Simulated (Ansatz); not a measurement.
Clean, relaxed (110) surface of TiAl, space group P4/mmm (No. 123) (top face towards +c; atoms held fixed, by place in the list: 1, 2, 3, 4):

```yaml
crystal:
  lattice:
    - [3.95295, 0.00000, 0.00000]
    - [0.00000, 4.03874, 0.00000]
    - [0.00000, 0.00000, 22.92943]
  atoms:
    - { symbol: Ti, position: [0.50000, 0.00000, 0.37070] }
    - { symbol: Al, position: [0.00000, 0.50000, 0.37070] }
    - { symbol: Ti, position: [0.00000, 0.00000, 0.45690] }
    - { symbol: Al, position: [0.50000, 0.50000, 0.45690] }
    - { symbol: Ti, position: [0.50000, 0.00000, 0.54242] }
    - { symbol: Al, position: [0.00000, 0.50000, 0.54417] }
    - { symbol: Ti, position: [0.00000, 0.00000, 0.62574] }
    - { symbol: Al, position: [0.50000, 0.50000, 0.62844] }
```

Method: Ansatz 0.2.0, DFT PBEsol, scalar-relativistic, plane waves, PAW. Plane waves to 420 eV, a k mesh through Γ of 7×7×1 on the computed 8-atom cell and Gaussian smearing (0.10 eV); no spin polarisation. The cell repeats along c with a dipole correction in the vacuum.

Li (atom) is put at the top (Ti) at (0.00, 0.00) site, one adsorbate per 16.0 Å², and relaxed. The adsorption energy is E(slab + adsorbate) − E(slab) − E(free adsorbate, spin-polarised where open-shell). Heights count from the highest slab atom after relaxation. Bonded neighbours lie within 1.25 times the sum of covalent radii (1.35 for H) and, on that scale, within 12 % of the closest. With the adsorbate the cell is lengthened along c to keep the vacuum.

(1) How strongly does it bind, and where does its anchoring atom end?

(2) How high does its anchoring atom sit over the highest slab atom, and what is the shortest contact with the surface?

(3) The clean face has a work function of 4.12 eV. How does the adsorbate change it?

Each end is the local minimum or symmetric point that its start leads to. The slab is only 5.9 Å thick, so the energies aren't converged with thickness.

The adsorbed runs have no spin polarisation, so weakly bound open-shell ends lie too high.

Answers

(1) -1.42 eV; at (0.00, 0.00), 1 bonded neighbour (Ti).

(2) 2.52 Å; Li–Ti 2.73 Å.

(3) By -1.64 eV.